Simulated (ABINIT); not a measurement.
# Si2Ni (Fm-3m) in ABINIT: convergence with cutoff

Aim: find how far cutoff must go before the results for Si2Ni settle, at PBE. This setting moves, with any that are tied to it; all else stays.

All numbers are computed with ABINIT 10.8.3 (patched build); they aren't measurements. Logs are shortened: lines on timing, memory, paths and dates and some standing lists are left out, and cuts for length are marked. The log counts tension as positive stress, the text compression.

## (1) Starting point

The structure is cubic, space group Fm-3m (No. 225). Conventional cell: a = 5.406 Å, b = 5.406 Å, c = 5.406 Å, α = 90.00°, β = 90.00°, γ = 90.00°. Ni (site symmetry m-3m) is surrounded by 8 Si at 2.34 Å. Around Si (site symmetry -43m) lie 4 Ni at 2.34 Å.

## (2) With cutoff 16.5 Ha

Input file run.abi:

```
# Pseudopotentials
pp_dirpath "./"
pseudos "Ni.GGA_PBE-JTH.xml, Si.GGA_PBE-JTH.xml"

# Structure
acell 3.8226192591 3.8226192591 3.8226192591 Angstrom
rprim
     0.0000000000     0.7071067812     0.7071067812
     0.7071067812     0.0000000000     0.7071067812
     0.7071067812     0.7071067812     0.0000000000
ntypat 2
znucl 28 14
natom 3
typat 1 2 2
xred
     0.0000000000     0.0000000000     0.0000000000
     0.7500000000     0.7500000000     0.7500000000
     0.2500000000     0.2500000000     0.2500000000

# Plane-wave basis
ecut 16.5
pawecutdg 98.4
pawxcdev 0

# k points
kptopt 1
ngkpt 4 4 4
nshiftk 1
shiftk 0.0 0.0 0.0

# Exchange and correlation
ixc 11

# Bands and occupations
nband 18
occopt 3
tsmear 0.1 eV

# Spin
nsppol 2
spinat
     0.0000000000     0.0000000000     1.0000000000
     0.0000000000     0.0000000000     0.0000000000
     0.0000000000     0.0000000000     0.0000000000

# SCF cycle
nstep 100
tolvrs 1.0e-9

# Output
iomode 3
prtwf 0
prtden 0
prteig 0
prtebands 0
```

Potentials or basis: JTH PAW PBE v2.0.

The run is started by

```sh
$ abinit run.abi > log 2>&1
```

run.abo:

```text
.Version 10.8.3 of ABINIT
 Symmetries : space group Fm -3 m (#225); Bravais cF (face-center cubic)
================================================================================
 Values of the parameters that define the memory need of the present run
     intxc =       0    ionmov =       0      iscf =      17    lmnmax =      18
     lnmax =       6     mgfft =      30  mpssoang =       3    mqgrid =    3001
     natom =       3  nloc_mem =       2    nspden =       2   nspinor =       1
    nsppol =       2      nsym =      48    n1xccc =       1    ntypat =       2
    occopt =       3   xclevel =       2
       mpw =         860          nfft =       27000          nkpt =           8
 PAW method is used; the additional fine FFT grid is defined by:
   mgfftf=        72    nfftf =    373248
================================================================================
================================================================================

--------------------------------------------------------------------------------
------------- Echo of variables that govern the present computation ------------
--------------------------------------------------------------------------------
 -outvars: echo values of preprocessed input variables --------
            acell      7.2237034833E+00  7.2237034833E+00  7.2237034833E+00 Bohr
              amu      5.86900000E+01  2.80855000E+01
             ecut      1.65000000E+01 Hartree
              ixc          11
         kptrlatt        4    0    0      0    4    0      0    0    4
          kptrlen      2.88948139E+01
            natom           3
            nband          18
            ngfft          30      30      30
          ngfftdg          72      72      72
             nkpt           8
           nspden           2
           nsppol           2
            nstep         100
             nsym          48
           ntypat           2
           occopt           3
        pawecutdg      9.84000000E+01 Hartree
         pawxcdev           0
           prtden           0
        prtebands           0
           prteig           0
            prtwf           0
            rprim      0.0000000000E+00  7.0710678120E-01  7.0710678120E-01
                       7.0710678120E-01  0.0000000000E+00  7.0710678120E-01
                       7.0710678120E-01  7.0710678120E-01  0.0000000000E+00
          spgroup         225
           spinat      0.0000000000E+00  0.0000000000E+00  1.0000000000E+00
                       0.0000000000E+00  0.0000000000E+00  0.0000000000E+00
                       0.0000000000E+00  0.0000000000E+00  0.0000000000E+00
           tolvrs      1.00000000E-09
           tsmear      3.67493222E-03 Hartree
            typat      1  2  2
           useylm           1
           xangst      0.0000000000E+00  0.0000000000E+00  0.0000000000E+00
                       4.0545000001E+00  4.0545000001E+00  4.0545000001E+00
                       1.3515000000E+00  1.3515000000E+00  1.3515000000E+00
            xcart      0.0000000000E+00  0.0000000000E+00  0.0000000000E+00
                       7.6618945776E+00  7.6618945776E+00  7.6618945776E+00
[... 185 lines left out ...]
 length scales=  7.223703483320  7.223703483320  7.223703483320 bohr
              =  3.822619259100  3.822619259100  3.822619259100 angstroms
 Fermi (or HOMO) energy (hartree) =   0.38104   Average Vxc (hartree)=  -0.42801
 Magnetization (Bohr magneton)=  8.40960652E-08
 Total spin up =  1.30000000E+01   Total spin down =  1.30000000E+01
 Eigenvalues (hartree) for nkpt=   8  k points, SPIN UP:
 kpt#   1, nband= 18, wtk=  0.01563, kpt=  0.0000  0.0000  0.0000 (reduced coord)
  -3.47804   -2.01611   -2.01611   -2.01611   -0.12445    0.19335    0.19335    0.19335
   0.25487    0.25487    0.37384    0.44613    0.44613    0.44613    0.47078    0.47078
   0.47078    0.55875
      occupation numbers for kpt#   1
   1.00000    1.00000    1.00000    1.00000    1.00000    1.00000    1.00000    1.00000
   1.00000    1.00000    0.87656    0.00000    0.00000    0.00000    0.00000    0.00000
   0.00000    0.00000
 prteigrs : prtvol=0 or 1, do not print more k-points.

 Eigenvalues (hartree) for nkpt=   8  k points, SPIN DOWN:
 kpt#   1, nband= 18, wtk=  0.01563, kpt=  0.0000  0.0000  0.0000 (reduced coord)
  -3.47804   -2.01611   -2.01611   -2.01611   -0.12445    0.19335    0.19335    0.19335
   0.25487    0.25487    0.37384    0.44613    0.44613    0.44613    0.47078    0.47078
   0.47078    0.55875
      occupation numbers for kpt#   1
   1.00000    1.00000    1.00000    1.00000    1.00000    1.00000    1.00000    1.00000
   1.00000    1.00000    0.87656    0.00000    0.00000    0.00000    0.00000    0.00000
   0.00000    0.00000
 prteigrs : prtvol=0 or 1, do not print more k-points.

--- !EnergyTerms
iteration_state     : {dtset: 1, }
comment             : Components of total free energy in Hartree
kinetic             :  3.28767675418962E+01
hartree             :  6.48968164312543E+01
xc                  : -1.16846863321060E+01
Ewald energy        : -9.28967318803416E+01
psp_core            :  3.06847981216654E+00
local_psp           : -1.72254438644610E+02
PAW spherical_terms : -2.74205484977510E+00
internal            : -1.78735847921515E+02
'-kT*entropy'       : -1.77943101657188E-03
total_energy        : -1.78737627352532E+02
total_energy_eV     : -4.86369861457997E+03
...

--- !EnergyTermsDC
iteration_state     : {dtset: 1, }
comment             : '"Double-counting" decomposition of free energy'
band_energy         : -1.54164440814854E+01
Ewald energy        : -9.28967318803416E+01
psp_core            :  3.06847981216654E+00
xc_dc               : -6.41785037188315E+01
PAW spherical_terms : -9.31264740989075E+00
internal            : -1.78735847278383E+02
'-kT*entropy'       : -1.77943101657188E-03
total_energy_dc     : -1.78737626709399E+02
total_energy_dc_eV  : -4.86369859707944E+03
...

--- !EnergyTermsWithPAWCore
iteration_state     : {dtset: 1, }
comment             : 'Components of total free energy, including PAW core contributions'
Total energy        : -2.10076349569482E+03
Total energy DC     : -2.10076349505169E+03
Total energy (eV)   : -5.71646868928090E+04
Total energy DC (eV): -5.71646868753085E+04
...

 Cartesian components of stress tensor (hartree/bohr^3)
  sigma(1 1)=  3.23960324E-03  sigma(3 2)=  0.00000000E+00
  sigma(2 2)=  3.23960324E-03  sigma(3 1)=  0.00000000E+00
  sigma(3 3)=  3.23960324E-03  sigma(2 1)=  0.00000000E+00

-Cartesian components of stress tensor (GPa)         [Pressure= -9.5312E+01 GPa]
- sigma(1 1)=  9.53124181E+01  sigma(3 2)=  0.00000000E+00
- sigma(2 2)=  9.53124181E+01  sigma(3 1)=  0.00000000E+00
- sigma(3 3)=  9.53124181E+01  sigma(2 1)=  0.00000000E+00

== END DATASET(S) ==============================================================
================================================================================

 -outvars: echo values of variables after computation  --------
            acell      7.2237034833E+00  7.2237034833E+00  7.2237034833E+00 Bohr
           etotal     -1.7873762671E+02
            fcart     -0.0000000000E+00 -0.0000000000E+00 -0.0000000000E+00
                      -0.0000000000E+00 -0.0000000000E+00 -0.0000000000E+00
                      -0.0000000000E+00 -0.0000000000E+00 -0.0000000000E+00
            rprim      0.0000000000E+00  7.0710678120E-01  7.0710678120E-01
                       7.0710678120E-01  0.0000000000E+00  7.0710678120E-01
                       7.0710678120E-01  7.0710678120E-01  0.0000000000E+00
           strten      3.2396032433E-03  3.2396032433E-03  3.2396032433E-03
                       0.0000000000E+00  0.0000000000E+00  0.0000000000E+00
           xangst      0.0000000000E+00  0.0000000000E+00  0.0000000000E+00
                       4.0545000001E+00  4.0545000001E+00  4.0545000001E+00
                       1.3515000000E+00  1.3515000000E+00  1.3515000000E+00
             xred      0.0000000000E+00  0.0000000000E+00  0.0000000000E+00
                       7.5000000000E-01  7.5000000000E-01  7.5000000000E-01
                       2.5000000000E-01  2.5000000000E-01  2.5000000000E-01
 Calculation completed.
```

Wall time 31 s (1 thread of Arm Neoverse V1, shared host); peak memory 0.26 GiB.

Results:

```
Free energy                                           : -4863.6986 eV
Band gap on the k mesh                                : none (metal or under the smearing width)
Net moment                                            : 0.00 μB per cell
Valence electrons inside the program's atomic spheres : Ni 15.97; Si 1.51
```

## (3) With cutoff 20.5 Ha

Changes to run.abi since step 2:

```diff
@@ -20,3 +20,3 @@
 # Plane-wave basis
-ecut 16.5
+ecut 20.5
 pawecutdg 98.4
```

Potentials or basis: JTH PAW PBE v2.0.

The run is started by

```sh
$ abinit run.abi > log 2>&1
```

Wall time 38 s (1 thread of Arm Neoverse V1, shared host); peak memory 0.26 GiB.

The run converged. Its results:

* Free energy: -4866.9060 eV
* Band gap on the k mesh: none (metal or under the smearing width)
* Net moment: 0.00 μB per cell
* Valence electrons inside the program's atomic spheres: Ni 15.96; Si 1.51

## (4) With cutoff 24.5 Ha

Changes to run.abi since step 3:

```diff
@@ -20,3 +20,3 @@
 # Plane-wave basis
-ecut 20.5
+ecut 24.5
 pawecutdg 98.4
```

The run is started by

```sh
$ abinit run.abi > log 2>&1
```

It took 94 s on 1 thread of Arm Neoverse V1, shared host; peak memory 0.27 GiB.

Results (log left out):

- Free energy: -4867.0164 eV
- Band gap on the k mesh: none (metal or under the smearing width)
- Net moment: 0.00 μB per cell
- Valence electrons inside the program's atomic spheres: Ni 15.96; Si 1.51

## (5) With cutoff 28.5 Ha

Changes to run.abi since step 4:

```diff
@@ -20,3 +20,3 @@
 # Plane-wave basis
-ecut 24.5
+ecut 28.5
 pawecutdg 98.4
```

The run is started by

```sh
$ abinit run.abi > log 2>&1
```

It took 70 s on 1 thread of Arm Neoverse V1, shared host; peak memory 0.27 GiB.

Results (log left out):

* Free energy: -4867.1516 eV
* Band gap on the k mesh: none (metal or under the smearing width)
* Net moment: 0.00 μB per cell
* Valence electrons inside the program's atomic spheres: Ni 15.96; Si 1.51

## (6) With cutoff 35 Ha

Changes to run.abi since step 5:

```diff
@@ -20,3 +20,3 @@
 # Plane-wave basis
-ecut 28.5
+ecut 35.0
 pawecutdg 98.4
```

Potentials or basis: JTH PAW PBE v2.0.

The run is started by

```sh
$ abinit run.abi > log 2>&1
```

Wall time 77 s (1 thread of Arm Neoverse V1, shared host); peak memory 0.29 GiB.

It converged, with:

- Free energy: -4867.4000 eV
- Band gap on the k mesh: none (metal or under the smearing width)
- Net moment: 0.00 μB per cell
- Valence electrons inside the program's atomic spheres: Ni 15.96; Si 1.51

## (7) With cutoff 41 Ha

Changes to run.abi since step 6:

```diff
@@ -20,3 +20,3 @@
 # Plane-wave basis
-ecut 35.0
+ecut 41.0
 pawecutdg 98.4
```

The run is started by

```sh
$ abinit run.abi > log 2>&1
```

Run time: 77 s. Hardware: 1 thread of Arm Neoverse V1, shared host; peak memory 0.3 GiB.

It converged, with:

* Free energy: -4867.4505 eV
* Pressure: 4.3 GPa
* Band gap on the k mesh: none (metal or under the smearing width)
* Net moment: 0.00 μB per cell
* Valence electrons inside the program's atomic spheres: Ni 15.96; Si 1.51

## (8) With cutoff 47 Ha

Changes to run.abi since step 7:

```diff
@@ -20,3 +20,3 @@
 # Plane-wave basis
-ecut 41.0
+ecut 47.0
 pawecutdg 98.4
```

The run is started by

```sh
$ abinit run.abi > log 2>&1
```

Run time: 94 s. Hardware: 1 thread of Arm Neoverse V1, shared host; peak memory 0.32 GiB.

The run converged. Its results:

```yaml
Free_energy: -4867.4534 eV
Pressure: 4.3 GPa
Band_gap_on_the_k_mesh: none (metal or under the smearing width)
Net_moment: 0.00 μB per cell
Valence_electrons_inside_the_program's_atomic_spheres: Ni 15.96; Si 1.51
```

## (9) With cutoff 55.5 Ha

Changes to run.abi since step 8:

```diff
@@ -20,3 +20,3 @@
 # Plane-wave basis
-ecut 47.0
+ecut 55.5
 pawecutdg 98.4
```

Potentials or basis: JTH PAW PBE v2.0.

The run is started by

```sh
$ abinit run.abi > log 2>&1
```

Wall time 2.7 min (1 thread of Arm Neoverse V1, shared host); peak memory 0.33 GiB.

The run converged. Its results:

```
Free energy                                           : -4867.4685 eV
Pressure                                              : 4.2 GPa
Band gap on the k mesh                                : none (metal or under the smearing width)
Net moment                                            : 0.00 μB per cell
Valence electrons inside the program's atomic spheres : Ni 15.96; Si 1.51
```

## (10) With cutoff 65.5 Ha

Changes to run.abi since step 9:

```diff
@@ -20,3 +20,3 @@
 # Plane-wave basis
-ecut 55.5
+ecut 65.5
 pawecutdg 98.4
```

The run is started by

```sh
$ abinit run.abi > log 2>&1
```

Run time: 3.7 min. Hardware: 1 thread of Arm Neoverse V1, shared host; peak memory 0.36 GiB.

The run converged. Its results:

- Free energy: -4867.4759 eV
- Pressure: 4.5 GPa
- Band gap on the k mesh: none (metal or under the smearing width)
- Net moment: 0.00 μB per cell
- Valence electrons inside the program's atomic spheres: Ni 15.96; Si 1.51

## (11) The series at a glance

```tsv
cutoff	energy less the tightest run, at zero smearing (meV/atom)	SCF cycles	CPU time (s)	peak memory (GiB)
16.5 Ha	1259.18	22	31	0.26
20.5 Ha	189.96	25	38	0.26
24.5 Ha	153.14	51	94	0.27
28.5 Ha	108.08	35	70	0.27
35 Ha	25.29	31	77	0.29
41 Ha	8.46	23	77	0.3
47 Ha	7.49	25	94	0.32
55.5 Ha	2.47	36	160	0.33
65.5 Ha	0.00	39	220	0.36
```

Not settled before the last step: the energy (to 1 meV/atom). The tightest run that finished is the yardstick and may itself not be fully converged.

Caveats: all runs use coarse meshes; small starting moments can end in a higher magnetic state in this program.
